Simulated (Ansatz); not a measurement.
BN: stable or not

It was relaxed at this level from a cell as deposited in COD.

Level of theory: DFT PBE, scalar-relativistic, plane waves, PAW in Ansatz 0.2.0. Cutoff 420 eV, Γ-centred 12×12×12 mesh (2-atom cell), Gaussian smearing of 0.02 eV, no spin polarisation.

```yaml
crystal:
  lattice:
    - [0.00000, 1.81233, 1.81233]
    - [1.81233, 0.00000, 1.81233]
    - [1.81233, 1.81233, 0.00000]
  atoms:
    - { symbol: B, position: [0.00000, 0.00000, 0.00000] }
    - { symbol: N, position: [0.75000, 0.75000, 0.75000] }
```

Energies over the elements count from the elements' standard structures at the same level (N₂ as a molecule), with no fitted energy shifts.

**Question.** These tests were run: energy against the elements; phonons at Γ. What do they show?

**Answer.**

```
                       test                         result
energy against the elements                 −1.174 eV/atom
               phonons at Γ  lowest optical mode 1027 cm⁻¹
```

It fails none of these tests. Competing phases weren't compared here. Phonons away from Γ weren't computed.

The run for the phonons used a 12×12×12 k mesh. Another cell of BN relaxed alike, in P6_3/mmc (a cell as deposited in COD), lies 77 meV/atom lower, so this cell isn't the stable form at this level.
